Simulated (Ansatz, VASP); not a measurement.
**Cross-check of AlNi (NiAl(110)) between VASP and Ansatz**

One calculation is typed for both programs; each brings its own data sets. How far apart do they land? Of the first pair: The cell is taken from a series of runs on this material, whose earlier steps may have relaxed, scaled, displaced or heated it; both programs get it as it stands.

Method: plane waves, with VASP 6.6.1 beside it; PBE, in Ansatz 0.2.0.

## (1) The starting structure

The cell holds 14 atoms: 7 Ni and 7 Al. Cell: a = 2.881 Å, b = 4.074 Å, c = 28.223 Å, α = 90.0°, β = 90.0°, γ = 90.0°. Vacuum lies along c.

Structure file:

```cif
data_structure
_symmetry_space_group_name_H-M 'P 1'
_symmetry_Int_Tables_number 1
_cell_length_a 2.8810
_cell_length_b 4.0743
_cell_length_c 28.2230
_cell_angle_alpha 90.000
_cell_angle_beta 90.000
_cell_angle_gamma 90.000
_cell_volume 331.29
loop_
_atom_site_label
_atom_site_type_symbol
_atom_site_fract_x
_atom_site_fract_y
_atom_site_fract_z
_atom_site_occupancy
Ni1 Ni 0.00000 0.50000 0.28346 1
Ni2 Ni 0.00000 0.00000 0.35564 1
Ni3 Ni 0.00000 0.50000 0.42782 1
Ni4 Ni 0.00000 0.00000 0.50000 1
Ni5 Ni 0.00000 0.50000 0.57218 1
Ni6 Ni 0.00000 0.00000 0.64436 1
Ni7 Ni 0.00000 0.50000 0.71654 1
Al8 Al 0.50000 0.00000 0.28346 1
Al9 Al 0.50000 0.50000 0.35564 1
Al10 Al 0.50000 0.00000 0.42782 1
Al11 Al 0.50000 0.50000 0.50000 1
Al12 Al 0.50000 0.00000 0.57218 1
Al13 Al 0.50000 0.50000 0.64436 1
Al14 Al 0.50000 0.00000 0.71654 1
```

## (2) VASP: single point, PBE, pair 1

A single point takes one fixed geometry, so differences don't come from the geometry; what else differs is listed under the comparison.

Lines of VASP's logs that name or quote its potential files are left out, and so is its time.

The input, INCAR:

```
SYSTEM = AlNi
PREC = Accurate
ENCUT = 520
EDIFF = 1E-06
NELM = 120
ISMEAR = -1
SIGMA = 0.02
LREAL = .FALSE.
ALGO = Normal
GGA = PE
NBANDS = 59
LASPH = .TRUE.
LORBIT = 11
LWAVE = .FALSE.
LCHARG = .FALSE.
ISIF = 2
LDIPOL = .TRUE.
IDIPOL = 3
DIPOL = 0.5 0.5 0.5
LVHAR = .TRUE.
GGA_COMPAT = .FALSE.
NELMDL = -8
KPAR = 4
```

The input, POSCAR:

```
AlNi
1.0
    2.8810000000      0.0000000000      0.0000000000
    0.0000000000      4.0743492732      0.0000000000
    0.0000000000      0.0000000000     28.2230478196
Ni Al
7 7
Direct
    0.0000000000      0.5000000000      0.2834562749
    0.0000000000      0.0000000000      0.3556375166
    0.0000000000      0.5000000000      0.4278187583
    0.0000000000      0.0000000000      0.5000000000
    0.0000000000      0.5000000000      0.5721812417
    0.0000000000      0.0000000000      0.6443624834
    0.0000000000      0.5000000000      0.7165437251
    0.5000000000      0.0000000000      0.2834562749
    0.5000000000      0.5000000000      0.3556375166
    0.5000000000      0.0000000000      0.4278187583
    0.5000000000      0.5000000000      0.5000000000
    0.5000000000      0.0000000000      0.5721812417
    0.5000000000      0.5000000000      0.6443624834
    0.5000000000      0.0000000000      0.7165437251
```

The input, KPOINTS:

```
Automatic mesh
0
Gamma
20 14 1
0 0 0
```

PAW data sets: Ni and Al (PBE family, release 64).

Run with:

```sh
> mpirun -np 4 vasp_std
```

Numbers of over 12 decimals in the logs are rounded to 6 here.

Log:

```text
[banner, memory and clock lines left out]
running    4 mpi-ranks, on    1 nodes
 distrk:  each k-point on    1 cores,    4 groups
 distr:  one band on    1 cores,    1 groups

 POSCAR found type information on POSCAR NiAl
 POSCAR found :  2 types and      14 ions
 LDA part: xc-table for (Slater+PW92), standard interpolation
 POSCAR, INCAR and KPOINTS ok, starting setup
 FFT: planning ... GRIDC
 FFT: planning ... GRID_SOFT
 FFT: planning ... GRID
 WAVECAR not read
 entering main loop
       N       E                     dE             d eps       ncg     rms          rms(c)
DAV:   1     0.631991991590E+03    0.63199E+03   -0.37604E+04 10400   0.150E+03
DAV:   2    -0.255123925562E+02   -0.65750E+03   -0.63296E+03 10609   0.350E+02
DAV:   3    -0.798771506235E+02   -0.54365E+02   -0.52392E+02 11545   0.138E+02
DAV:   4    -0.815607298614E+02   -0.16836E+01   -0.16633E+01 12386   0.233E+01
DAV:   5    -0.816327196318E+02   -0.71990E-01   -0.71896E-01 14429   0.389E+00
DAV:   6    -0.816351967681E+02   -0.24771E-02   -0.24765E-02 14761   0.695E-01
DAV:   7    -0.816353068300E+02   -0.11006E-03   -0.11006E-03 15421   0.115E-01
DAV:   8    -0.816353102150E+02   -0.33850E-05   -0.33848E-05 13506   0.183E-02    0.311E+01
DAV:   9    -0.965247066084E+02   -0.14889E+02   -0.29054E+02 13030   0.184E+02    0.503E+01
DAV:  10    -0.750871464928E+02    0.21438E+02   -0.70395E+01 12923   0.904E+01    0.162E+01
DAV:  11    -0.724802493251E+02    0.26069E+01   -0.29157E+01 14123   0.668E+01    0.136E+01
DAV:  12    -0.722921513104E+02    0.18810E+00   -0.24498E+01 13794   0.533E+01    0.105E+01
DAV:  13    -0.723135381725E+02   -0.21387E-01   -0.11314E+01 14007   0.382E+01    0.108E+01
DAV:  14    -0.714520998323E+02    0.86144E+00   -0.39379E+00 15613   0.307E+01    0.287E+00
[...]
DAV:  27    -0.713652181432E+02   -0.50641E-04   -0.77306E-06 10638   0.235E-02    0.413E-03
DAV:  28    -0.713652622893E+02   -0.44146E-04   -0.22770E-06  7763   0.177E-02    0.797E-03
DAV:  29    -0.713652927346E+02   -0.30445E-04   -0.18449E-06  7675   0.113E-02    0.410E-03
DAV:  30    -0.713653178393E+02   -0.25105E-04   -0.17398E-06  7673   0.395E-03    0.397E-03
DAV:  31    -0.713653252674E+02   -0.74281E-05   -0.41560E-07  7326   0.351E-03    0.276E-03
DAV:  32    -0.713653278795E+02   -0.26121E-05   -0.17719E-07  6823   0.282E-03    0.136E-03
DAV:  33    -0.713653289193E+02   -0.10398E-05   -0.95246E-08  6520   0.124E-03    0.767E-04
DAV:  34    -0.713653291471E+02   -0.22778E-06   -0.21912E-08  6396   0.815E-04
   1 F= -.71365329E+02 E0= -.71360329E+02  d E =-.999951E-02
```

From OUTCAR (step 2):

```text
ion  position               nearest neighbor table
   1  0.000  0.500  0.283-   9 2.50   9 2.50   8 2.50   8 2.50   8 2.50   8 2.50   2 2.88   2 2.88

  LATTYP: Found a simple orthorhombic cell.
 ALAT       =     2.8810000000
 B/A-ratio  =     1.4142135624
 C/A-ratio  =     9.7962678999

 Subroutine GETGRP returns: Found  8 space group operations
 (whereof  8 operations were pure point group operations)

The static configuration has the point symmetry D_2h.

 Found     88 irreducible k-points:

   k-points           NKPTS =     88   k-points in BZ     NKDIM =     88   number of bands    NBANDS=     59

   dimension x,y,z NGX =    24 NGY =   30 NGZ =  210
   dimension x,y,z NGXF=    48 NGYF=   60 NGZF=  420

   ENCUT  =  520.0 eV  38.22 Ry    6.18 a.u.   5.36  7.58 52.48*2*pi/ulx,y,z

   NELECT =      91.0000    total number of electrons

 k-points in reciprocal lattice and weights: Automatic mesh
   0.00000000  0.00000000  0.00000000       0.004
   0.05000000  0.00000000  0.00000000       0.007
   0.10000000  0.00000000  0.00000000       0.007
   0.15000000  0.00000000  0.00000000       0.007
   0.20000000  0.00000000  0.00000000       0.007
   0.25000000  0.00000000  0.00000000       0.007
   0.30000000  0.00000000  0.00000000       0.007
   0.35000000  0.00000000  0.00000000       0.007
   0.40000000  0.00000000  0.00000000       0.007
[...]
0.45000000  0.50000000  0.00000000       0.007
   0.50000000  0.50000000  0.00000000       0.004

 dipolmoment           0.000000      0.000000      0.000000 electrons x Angstroem

 average (electrostatic) potential at core
       1 -88.4368       2 -88.8321       3 -88.8629       4 -88.8374       5 -88.8629
       6 -88.8321       7 -88.4368       8 -77.3775       9 -77.3970      10 -77.4522
      11 -77.4433      12 -77.4522      13 -77.3970      14 -77.3775

 E-fermi :   2.6663

 k-point     1 :       0.0000    0.0000    0.0000
  band No.  band energies     occupation
    ...
     41       1.5470      2.00000
     42       1.5532      2.00000
     43       1.5545      2.00000
     44       1.6105      2.00000
     45       2.0852      2.00000
     46       2.7914      0.00383
     47       3.7329      0.00000
     48       4.5176      0.00000
     49       4.8253      0.00000
     50       4.8743      0.00000
    ...

 k-point     2 :       0.0500    0.0000    0.0000
  band No.  band energies     occupation
    ...
     41       1.5678      2.00000
     42       1.6003      2.00000
     43       1.6108      2.00000
     44       1.6554      2.00000
     45       2.1421      2.00000
     46       2.8571      0.00014
     47       3.7958      0.00000
     48       4.5306      0.00000
     49       4.8408      0.00000
     50       4.9324      0.00000
    ...

 k-point     3 :       0.1000    0.0000    0.0000
  band No.  band energies     occupation
    ...
     41       1.6000      2.00000
     42       1.7100      2.00000
     43       1.7528      2.00000
     44       1.7715      2.00000
     45       2.3088      2.00000
     46       3.0444      0.00000
     47       3.9768      0.00000
     48       4.5694      0.00000
     49       4.8860      0.00000
     50       5.1017      0.00000
    ...

  Total       -2.7597827     -1.6020292      1.0142275      0.0000000      0.0000000      0.0000000
  in kB      -13.3468887     -7.7477496      4.9050171      0.0000000      0.0000000      0.0000000
  external PRESSURE =      -5.3965404 kB  Pullay stress =       0.0000000 kB

  energy-cutoff  :      520.00
  volume of cell :      331.29
      direct lattice vectors                 reciprocal lattice vectors
     2.881000000  0.000000000  0.000000000     0.347101701  0.000000000  0.000000000
     0.000000000  4.074349273  0.000000000     0.000000000  0.245437966  0.000000000
     0.000000000  0.000000000 28.223047820     0.000000000  0.000000000  0.035432034

 POSITION                                       TOTAL-FORCE (eV/Angst)
 -----------------------------------------------------------------------------------
      0.00000      2.03717      8.00000        -0.000000     -0.000000      0.540346
      0.00000      0.00000     10.03717        -0.000000     -0.000000      0.280881
      0.00000      2.03717     12.07435        -0.000000      0.000000     -0.062323
      0.00000      0.00000     14.11152        -0.000000     -0.000000      0.000000
      0.00000      2.03717     16.14870        -0.000000      0.000000      0.062323
      0.00000      0.00000     18.18587        -0.000000     -0.000000     -0.280881
      0.00000      2.03717     20.22305         0.000000     -0.000000     -0.540346
      1.44050      0.00000      8.00000        -0.000000     -0.000000     -0.542390
      1.44050      2.03717     10.03717        -0.000000     -0.000000     -0.375627
      1.44050      0.00000     12.07435        -0.000000     -0.000000      0.009072
      1.44050      2.03717     14.11152        -0.000000     -0.000000      0.000000
      1.44050      0.00000     16.14870        -0.000000     -0.000000     -0.009072
      1.44050      2.03717     18.18587        -0.000000     -0.000000      0.375627
      1.44050      0.00000     20.22305        -0.000000     -0.000000      0.542390
 -----------------------------------------------------------------------------------
    total drift:                               -0.000000     -0.000000     -0.000000

  FREE ENERGIE OF THE ION-ELECTRON SYSTEM (eV)
  ---------------------------------------------------
  free  energy   TOTEN  =       -71.3653291471 eV

  energy  without entropy=      -71.3553296338  energy(sigma->0) =      -71.36032939

 vacuum level on the upper side and lower side of the slab         7.555         7.555

 total charge
# of ion       s       p       d       tot
------------------------------------------
    1        0.457   0.403   8.423   9.282
    2        0.481   0.509   8.471   9.461
    3        0.475   0.514   8.476   9.465
    4        0.475   0.514   8.477   9.467
    5        0.475   0.514   8.476   9.465
    6        0.481   0.509   8.471   9.461
    7        0.457   0.403   8.423   9.282
    8        0.415   0.368   0.000   0.783
    9        0.387   0.409   0.000   0.796
   10        0.385   0.413   0.000   0.798
   11        0.384   0.414   0.000   0.798
   12        0.385   0.413   0.000   0.798
   13        0.387   0.409   0.000   0.796
   14        0.415   0.368   0.000   0.783
--------------------------------------------------
tot          6.058   6.158  59.218  71.434

[... 3 further parts left out ...]
```

This run has no spin polarisation, so a moment on Ni, if there is one, isn't seen. Its electron count is odd, so without a moment it is a metal by construction.

## (3) Ansatz: single point, PBE, pair 1

Ansatz runs on its default PAW (the set named soft_2) files.

The same cell, functional, mesh and smearing now go to Ansatz, which takes its cutoff from its data sets.

The input, input.yaml:

```yaml
crystal:
  lattice:
    - [2.881, 0.0, 0.0]
    - [0.0, 4.0743492732, 0.0]
    - [0.0, 0.0, 28.2230478196]
  atoms:
    - { symbol: Ni, position: [0.0, 0.5, 0.2834562749] }
    - { symbol: Al, position: [0.5, 0.0, 0.2834562749] }
    - { symbol: Ni, position: [0.0, 0.0, 0.3556375166] }
    - { symbol: Al, position: [0.5, 0.5, 0.3556375166] }
    - { symbol: Ni, position: [0.0, 0.5, 0.4278187583] }
    - { symbol: Al, position: [0.5, 0.0, 0.4278187583] }
    - { symbol: Ni, position: [0.0, 0.0, 0.5] }
    - { symbol: Al, position: [0.5, 0.5, 0.5] }
    - { symbol: Ni, position: [0.0, 0.5, 0.5721812417] }
    - { symbol: Al, position: [0.5, 0.0, 0.5721812417] }
    - { symbol: Ni, position: [0.0, 0.0, 0.6443624834] }
    - { symbol: Al, position: [0.5, 0.5, 0.6443624834] }
    - { symbol: Al, position: [0.5, 0.0, 0.7165437251] }
    - { symbol: Ni, position: [0.0, 0.5, 0.7165437251] }
hamiltonian:
  xc: pbe
kpoints:
  mp_grid: { grid: [20, 14, 1] }
scf:
  occupations: { method: fermi_dirac, width: 0.02 }
  convergence: { dr2_threshold: 1.0e-09 }
efield:
  axis: 3
  dipole_correction: true
output:
  write_potential: true
  write_density: true
  volumetric_format: npy
```

Run with:

```sh
> ansatz run input.yaml --threads 2 --pin off --max-ram 4096MiB --backend cpu --events-out ev --progress --plain --runs-dir out
```

Log:

```text
Engine: ansatz 0.2.0, x86_64-unknown-linux-gnu
Pseudopotentials: kind: paw
Pseudopotential: Ni, paw, valence charge 18, recommended cutoff 420 eV (normal), Ni.paw.azcp
Pseudopotential: Al, paw, valence charge 3, recommended cutoff 420 eV (normal), Al.paw.azcp
Functional definition: PBE
  parameter kappa = 0.804
  parameter beta = 0.066725
  exchange = pbe_x(kappa = kappa, mu = beta*pi^2/3)
  correlation = pbe_c(beta = beta)
Crystal: 14 atoms, lattice volume = 331.288 Å³
Basis set: ecut = 420 eV, 6503 PW (Γ)
Bands: 89, of which v1, the nominal top of the filled ones, is band 74 counted from 1 (73 counted from 0)
Symmetry: 4 space group operations
k-points: 88 of 280
Non-local potential: Ni, projectors of the file, l = 0: 3, l = 1: 2, l = 2: 3, l = 3: 1
Non-local potential: Al, projectors of the file, l = 0: 2, l = 1: 2, l = 2: 1
PAW form: soft (Blöchl's): semilocal exchange-correlation on the pseudo side does not see the compensation charge
PAW one-centre angular grid: Ni, 590 points (default); XC on 64 Gauss nodes
PAW one-centre angular grid: Al, 110 points (default); XC on 64 Gauss nodes
Initial density: superposition of atomic densities (neutral atoms: chi_scale 0, normalization atom), corrected by the library's trained network
Initial wavefunctions: pseudopotential atomic-orbital guess
Functional: x = pbe(κ = 0.804, μ = 0.219515), c = pbe(β = 0.066725)
SCF iter   1: F=—  HF=-44647.304717 eV  |F-HF|=—  |Δ(HF+E_count)|=         —  Δρ=3.23e-3  dr2=3.08e-1  ethr=1.77e-3  p=0.000 e·Å  D=2.54e-13 V/Å  ΔV_dip=-0.00 eV  dr2_dipole=7.87e-7  V_vac-E_F(+/−)=4.80/4.80 eV  ⟨swp⟩=9.3  Hψ=37362  notcnv=0  defer=100
efield: sawtooth ramp at fractional position 0.9500 (placed from the atoms, in the widest stretch of the axis that holds none; the zero of the levels goes with the place), width 0.1000; the density the first Hamiltonian is built on has a dipole p = 0.000 e·Å; the dipole correction subtracts the counter field D = 2.54e-13 V/Å, which shifts the + side's vacuum level by -0.00 eV against the − side's; the planar-averaged density in the ramp window peaks in size at 8.7e-5 e/Å³
preconditioner: auto → LDOS  [metal: Δε(μ)=0.002 eV  Ē_g=6.168 eV  σ=0.020 eV  W_gap=0.02  n_scr=72 (ndim 8)  ℏωp=19.5 eV  f_vac=0.443  D(μ)=7.86/eV (n_scr^D=44)  β→1.0]
SCF iter   2: F=—  HF=-44647.306243 eV  |F-HF|=—  |Δ(HF+E_count)|=   1.53e-3  Δρ=2.78e-3  dr2=1.65e-2  ethr=2.10e-4  p=0.000 e·Å  D=9.14e-6 V/Å  ΔV_dip=-0.00 eV  dr2_dipole=4.95e-7  V_vac-E_F(+/−)=4.88/4.88 eV  ⟨swp⟩=2.4  Hψ=11621  notcnv=0  defer=658
SCF iter   3: F=—  HF=-44647.307732 eV  |F-HF|=—  |Δ(HF+E_count)|=   1.49e-3  Δρ=2.83e-3  dr2=1.68e-2  ethr=1.12e-5  p=0.000 e·Å  D=2.80e-6 V/Å  ΔV_dip=-0.00 eV  dr2_dipole=8.99e-8  V_vac-E_F(+/−)=4.86/4.86 eV  ⟨swp⟩=3.3  Hψ=17524  notcnv=0  defer=658
SCF iter   4: F=—  HF=-44647.306501 eV  |F-HF|=—  |Δ(HF+E_count)|=   1.23e-3  Δρ=8.55e-4  dr2=2.46e-3  ethr=1.12e-5  p=0.000 e·Å  D=1.35e-6 V/Å  ΔV_dip=-0.00 eV  dr2_dipole=5.80e-9  V_vac-E_F(+/−)=4.88/4.88 eV  ⟨swp⟩=2.1  Hψ=11130  notcnv=0  defer=658
SCF iter   5: F=—  HF=-44647.306410 eV  |F-HF|=—  |Δ(HF+E_count)|=   9.13e-5  Δρ=2.04e-4  dr2=1.54e-4  ethr=1.67e-6  p=0.000 e·Å  D=4.21e-7 V/Å  ΔV_dip=-0.00 eV  dr2_dipole=1.57e-9  V_vac-E_F(+/−)=4.89/4.89 eV  ⟨swp⟩=1.9  Hψ=9184  notcnv=0  defer=658
SCF iter   6: F=—  HF=-44647.306443 eV  |F-HF|=—  |Δ(HF+E_count)|=   3.29e-5  Δρ=6.24e-5  dr2=9.44e-6  ethr=1.05e-7  p=0.000 e·Å  D=1.69e-7 V/Å  ΔV_dip=-0.00 eV  dr2_dipole=2.12e-10  V_vac-E_F(+/−)=4.89/4.89 eV  ⟨swp⟩=2.1  Hψ=10476  notcnv=0  defer=658
SCF iter   7: F=—  HF=-44647.306576 eV  |F-HF|=—  |Δ(HF+E_count)|=   1.33e-4  Δρ=2.21e-5  dr2=1.08e-6  ethr=6.42e-9  p=0.000 e·Å  D=5.64e-8 V/Å  ΔV_dip=-0.00 eV  dr2_dipole=1.64e-10  V_vac-E_F(+/−)=4.89/4.89 eV  ⟨swp⟩=2.1  Hψ=11782  notcnv=0  defer=658
SCF iter   8: F=—  HF=-44647.306576 eV  |F-HF|=—  |Δ(HF+E_count)|=   4.24e-7  Δρ=5.80e-6  dr2=9.69e-8  ethr=7.33e-10  p=0.000 e·Å  D=2.84e-8 V/Å  ΔV_dip=-0.00 eV  dr2_dipole=3.08e-11  V_vac-E_F(+/−)=4.89/4.89 eV  ⟨swp⟩=2.5  Hψ=11915  notcnv=0  defer=658
SCF iter   9: F=—  HF=-44647.306576 eV  |F-HF|=—  |Δ(HF+E_count)|=   1.32e-7  Δρ=5.34e-6  dr2=9.26e-8  ethr=6.59e-11  p=0.000 e·Å  D=1.05e-8 V/Å  ΔV_dip=-0.00 eV  dr2_dipole=3.25e-12  V_vac-E_F(+/−)=4.89/4.89 eV  ⟨swp⟩=2.4  Hψ=11922  notcnv=0  defer=658
SCF iter  10: F=—  HF=-44647.306576 eV  |F-HF|=—  |Δ(HF+E_count)|=   1.14e-8  Δρ=2.56e-6  dr2=2.15e-8  ethr=6.30e-11  p=-0.000 e·Å  D=-6.47e-10 V/Å  ΔV_dip=0.00 eV  dr2_dipole=3.98e-13  V_vac-E_F(+/−)=4.89/4.89 eV  ⟨swp⟩=1.2  Hψ=7238  notcnv=0  defer=658
SCF iter  11: F=-44647.306576 eV  HF=-44647.306576 eV  |F-HF|=4.29e-9  |Δ(HF+E_count)|=   8.43e-9  Δρ=6.78e-7  dr2=8.89e-10  ethr=1.00e-12  p=-0.000 e·Å  D=-4.30e-9 V/Å  ΔV_dip=0.00 eV  dr2_dipole=3.42e-14  V_vac-E_F(+/−)=4.89/4.89 eV  ⟨swp⟩=13.7  Hψ=38237  notcnv=0
SCF 1 converged in 11 iterations: F = -44647.306576 eV  dr2 = 8.89e-10
  greatest PAW one-centre occupation: 1.001 electrons in one spin orbital (limit 2), on the Ni atom at site 13 (counted from 0), in its partial waves of l = 1
WARN: The output density's exchange-correlation potential varies sharply where the density is thin. Do not read a vacuum level from v_tot or v_xc, or from such a field of the output density. On a cell that repeats whose density bears no net charge and no dipole along the vacuum's axis use v_es (v_loc + v_h of the components); under efield.dipole_correction with no amplitude use v_es + v_field, which holds any externa [...]
SCF converged after 11 iterations
Free energy (F): -44647.306576 eV
Harris-Foulkes:  -44647.306576 eV  (|F-HF|=4.29e-9)
Internal energy: -44647.296474 eV  (E = F + TS)
E sigma→0 (E₀):  -44647.301525 eV
Entropy (-TS):   -0.010103 eV (-0.722 meV/atom)
Fermi energy:    4.664703 eV
Dipole field:    D = -0.000000 V/Å  (p = -0.000000 e·Å, saw-weighted, corrected)
Work function:   Φ+ = 4.8930 eV   Φ− = 4.8931 eV
Levels:          The Fermi level and band energies are counted from a zero that moves with the ramp; work functions are not
--- Per-component energies (eV) ---
  E_band       = -3697.285137
  E_kinetic    = 2167.787220
  E_local      = -225706.119064  (includes V_loc(G=0)·N_el)
  E_nonlocal   = 4537.000318
  E_hartree    = 110014.453361
  E_xc         = -878.043922
  E_vxc        = -976.352339  (∫ρ·V_xc dr)
  E_paw        = -14704.146340  (= ΣΔE_a)
  E_vpaw       = -3748.511695  (= ΣTr[D̂ρ^β])
  E_aug_tail   = 0.003248  (compensation charges beyond the density's cutoff)
  E_efield     = 0.000000  (sawtooth field / dipole correction)
  E_vefield    = 0.000000  (∫n·V_field dr)
  E_ewald      = 79921.768706
  E_smearing   = -0.010103  (= −TS)
  E_closure    = -0.000000  (closes the sum)
  Σ components = -44647.306576   (vs F -44647.306576, Δ=0.00e0)
--- Band table (eV; the first three rows and the last of 88) ---
  k-point 0: bands = [... 70 lower, 3.5594, 3.6134, 4.0876, 4.7883, 5.7256, 6.4949, 6.8131, 6.8627, ... 11 higher]
  k-point 1: bands = [... 70 lower, 3.6629, 3.6681, 4.0267, 4.6106, 5.3992, 6.3832, 6.7313, 7.1258, ... 11 higher]
  k-point 2: bands = [... 70 lower, 3.7873, 3.8103, 3.9955, 4.3198, 4.8746, 5.6711, 6.8063, 7.2226, ... 11 higher]
  k-point 87: bands = [... 70 lower, 3.8481, 3.8549, 3.9146, 4.0220, 4.1131, 4.2311, 4.2436, 6.2906, ... 11 higher]
```

The column dr2 measures how far the density is from self-consistency, as an energy; F and HF (Harris–Foulkes) agree once it is small.

## (4) Side by side

Known differences besides the potentials themselves: the data sets hold 147 valence electrons in Ansatz (on its default PAW (the set named soft_2) files) and 91 in VASP; the cutoff is 420 eV in Ansatz and 520 eV in VASP. Total energies have different zeros and are not compared.

Both answers:

```csv
quantity,Ansatz,VASP,difference
"work function, lower of the two faces (eV)",4.89,4.89,0.00
"work function, higher of the two faces (eV)",4.89,4.89,0.00
```

Where the cell holds vacuum, a pressure given here is an average over it and none of the material.

[end of part 1 of 2]

[Lines on the potential files, build, host, timing and source positions are cut from VASP's logs without a mark.]

[Logs are printed without paths, hosts, clocks, repeated set-up lines and the standing remarks that a program may print on its own settings, such as how far it seeks lower states.]

[Hosts, paths, dates, database ids (printed as entryN), source tags and the programs' standing remarks are cut or masked in the printed files.]
